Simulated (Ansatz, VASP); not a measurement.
# One calculation of GaSb3, two programs

File INCAR:

```
ALGO = Normal
EDIFF = 1E-7
ENCUT = 520
GGA = CA
ISIF = 2
ISMEAR = 0
LASPH = T
LCHARG = F
LREAL = F
LWAVE = F
NBANDS = 22
NELM = 100
PREC = Accurate
SIGMA = 0.15
```

KPOINTS

```
k-points
0
Gamma
  10 10 10
```

POSCAR

```
GaSb3
1.0
    0.0000000000      3.4948424896      3.7866618375
    3.4948424896      0.0000000000      3.7866618375
    3.4948424896      3.4948424896      0.0000000000
Ga Sb
1 3
Direct
    0.0000000000      0.0000000000      0.0000000000
    0.2500000000      0.2500000000      0.2500000000
    0.7500000000      0.7500000000      0.7500000000
    0.5000000000      0.5000000000      0.5000000000
```

Input for Ansatz:

```yaml
crystal:
  lattice:
    - [0.0, 3.4948424896, 3.7866618375]
    - [3.4948424896, 0.0, 3.7866618375]
    - [3.4948424896, 3.4948424896, 0.0]
  atoms:
    - { symbol: Ga, position: [0.0, 0.0, 0.0] }
    - { symbol: Sb, position: [0.25, 0.25, 0.25] }
    - { symbol: Sb, position: [0.75, 0.75, 0.75] }
    - { symbol: Sb, position: [0.5, 0.5, 0.5] }
basis:
  ecutwfc: 420
kpoints:
  mp_grid: { grid: [10, 10, 10] }
hamiltonian:
  xc: lda
  pseudopotentials: { kind: paw, azcp: { folder: soft_1 } }
scf:
  occupations: { method: gaussian, width: 0.15 }
output:
  forces: true
  stress: true
  eigenvalues: true
```

Alike in both runs: task single point; functional LDA; k mesh 10 × 10 × 10; occupations gaussian, width 0.15 eV; no spin polarisation.

|  | VASP | Ansatz |
| --- | --- | --- |
| version | VASP 6.6.1 | Ansatz 0.2.0 |
| potentials or method | VASP PAW LDA potentials, release 64 (Ga_d, Sb) | scalar-relativistic, plane waves, PAW |
| plane-wave cutoff (eV) | 520 | 420 |
| valence electrons in the cell | 28 | 58 |

|  | VASP | Ansatz | Ansatz less VASP |
| --- | --- | --- | --- |
| gap on the k mesh at the Fermi level (eV) | none | none | - |
| pressure (GPa) | 2.5 | 2.3 | -0.16 |
| largest component of the traceless stress (GPa) | 2.03 | 2.00 | -0.030 |

A gap of «none» marks a metal or a gap that the smearing closes. The two sets of potentials don't hold the same shells in valence. Ansatz warned: «pseudo_functional_mismatch».

The runs have no spin-orbit coupling, so splittings on Sb are missing.
